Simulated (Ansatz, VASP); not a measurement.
## Two plane-wave programs on Cu

The input INCAR:

```
PREC = Accurate
ENCUT = 520
EDIFF = 1E-8
ISMEAR = -1
SIGMA = 0.08
LREAL = F
LASPH = T
NELM = 60
ALGO = Normal
ISIF = 2
LWAVE = F
LCHARG = F
GGA = PE
LEFG = T
NBANDS = 12
```

Contents of KPOINTS:

```
regular mesh
0
Gamma
  16 16 16
```

File POSCAR:

```
Cu
1.0
   -1.4521691463      1.4521691463      1.4521691463
    1.4521691463     -1.4521691463      1.4521691463
    1.4521691463      1.4521691463     -1.4521691463
Cu
1
Direct
    0.0000000000      0.0000000000      0.0000000000
```

Input for Ansatz:

```yaml
crystal:
  lattice:
    - [-1.4521691463, 1.4521691463, 1.4521691463]
    - [1.4521691463, -1.4521691463, 1.4521691463]
    - [1.4521691463, 1.4521691463, -1.4521691463]
  atoms:
    - { symbol: Cu, position: [0.0, 0.0, 0.0] }
kpoints:
  mp_grid: { grid: [16, 16, 16] }
scf:
  occupations: { method: fermi_dirac, width: 0.08 }
hamiltonian:
  xc: pbe
  pseudopotentials: { kind: paw }
output:
  forces: true
  stress: true
  eigenvalues: true
  efg: { contact_densities: true }
```

Change from the starting cell: volume scaled by 1.02, PAW files.

Alike in both runs: task electric field gradients; functional PBE; k mesh 16 × 16 × 16; occupations fermi-dirac, width 0.08 eV; no spin polarisation.

|  | VASP | Ansatz |
| --- | --- | --- |
| version | VASP 6.6.1 | Ansatz 0.2.0 |
| potentials or method | VASP PAW PBE potentials, release 64 (Cu) | PAW with Ansatz's default frozen-core files, scalar-relativistic |
| plane-wave cutoff (eV) | 520 | 420 |
| valence electrons in the cell | 11 | 19 |

|  | VASP | Ansatz | Ansatz less VASP |
| --- | --- | --- | --- |
| pressure (GPa) | -2.1 | -2.6 | -0.55 |
| Vzz of the field gradient on the site that differs most (V/Å²) | 0.0 | 0.0 | -0.01 |

The functional is the same, so the differences come from potentials, cutoffs and numerics. The two sets of potentials don't hold the same shells in valence.
